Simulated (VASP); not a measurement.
## HgSe: single point with PBE

Crystal: HgSe.

```
CELL_PARAMETERS angstrom
0.00000 3.03900 3.03900
3.03900 0.00000 3.03900
3.03900 3.03900 0.00000
ATOMIC_POSITIONS crystal
Hg 0.00000 0.00000 0.00000
Se 0.75000 0.75000 0.75000
```

* Program: VASP 6.6.1
* Task: single point
* Functional: PBE
* Potentials or basis: VASP PAW PBE potentials, release 64 (Hg, Se)
* Cutoff: 520 eV
* k mesh: 8 × 8 × 8
* Occupations: gaussian, width 0.025 eV
* Spin: no spin polarisation

| Property | Result |
| --- | --- |
| Pressure | 5.0 GPa |
| Band gap on the k mesh | none (metal or under the smearing width) |

Levels at points of the mesh, in eV from the Fermi level:
| k point | band 7 | band 8 | band 9 | band 10 | band 11 | band 12 |
| --- | --- | --- | --- | --- | --- | --- |
| (0.00, 0.00, 0.00) | -0.94 | -0.01 | -0.01 | -0.01 | 5.48 | 5.48 |
| (0.50, 0.00, 0.00) | -5.54 | -0.99 | -0.99 | 1.11 | 6.24 | 6.24 |
| (0.50, 0.50, 0.00) | -5.11 | -2.32 | -2.32 | 2.77 | 2.98 | 8.48 |

Run time: 8.2 s on 1 thread of Intel(R) Xeon(R) 6975P-C (Granite Rapids), on a shared host, peak memory 0.18 GiB.

Spin-orbit coupling is left out, which matters for the levels of Hg.
